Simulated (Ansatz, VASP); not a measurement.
Al: VASP beside Ansatz

INCAR

```
  PREC = Accurate
  ENCUT = 520
  EDIFF = 1E-7
  ISMEAR = -1
  SIGMA = 0.1
  LREAL = F
  LASPH = T
  NELM = 60
  ALGO = Normal
  ISIF = 2
  LWAVE = F
  LCHARG = F
  GGA = RP
  NBANDS = 10
```

KPOINTS

```
Automatic mesh
0
Gamma
  14 14 8
```

Contents of POSCAR:

```
Al
1.0
    2.8172056632      0.0000000000      0.0000000000
   -1.4086028316      2.4397716720      0.0000000000
    0.0000000000      0.0000000000      4.5320519396
Al
2
Direct
    0.3333333333      0.6666666667      0.2500000000
    0.6666666667      0.3333333333      0.7500000000
```

Input for Ansatz:

```yaml
crystal:
  lattice:
    - [2.8172056632, 0.0, 0.0]
    - [-1.4086028316, 2.439771672, 0.0]
    - [0.0, 0.0, 4.5320519396]
  atoms:
    - { symbol: Al, position: [0.3333333333, 0.6666666667, 0.25] }
    - { symbol: Al, position: [0.6666666667, 0.3333333333, 0.75] }
hamiltonian:
  xc: rpbe
  pseudopotentials:
    kind: paw
    azcp:
      Al: "pseudopotentials/Al.paw.azcp"
basis:
  ecutwfc: 420
  fft_grid_basis: typed
kpoints:
  mp_grid: { grid: [14, 14, 8], shift: [0, 0, 0] }
magnetization:
  spin_polarized: false
scf:
  occupations: { method: fermi_dirac, width: 0.1 }
  lower_state_search: "off"
output:
  stress: true
```

Alike in both runs: task single point; functional RPBE; k mesh 14 × 14 × 8; occupations fermi-dirac, width 0.1 eV; no spin polarisation.

|  | VASP | Ansatz |
| --- | --- | --- |
| version | VASP 6.6.1 | Ansatz 0.2.0 |
| potentials or method | VASP PAW PBE potentials, release 64 (Al) | plane waves (420 eV) with PAW, scalar-relativistic |
| plane-wave cutoff (eV) | 520 | 420 |
| valence electrons in the cell | 6 | 6 |

VASP gave:

* pressure (GPa): 7.2
* largest component of the traceless stress (GPa): 1.63

Which values does Ansatz return?

Pressure (GPa): 7.4; largest component of the traceless stress (GPa): 1.64.

Caveats: the PAW data sets were made with another functional, which shifts forces and pressure a little (VASP).
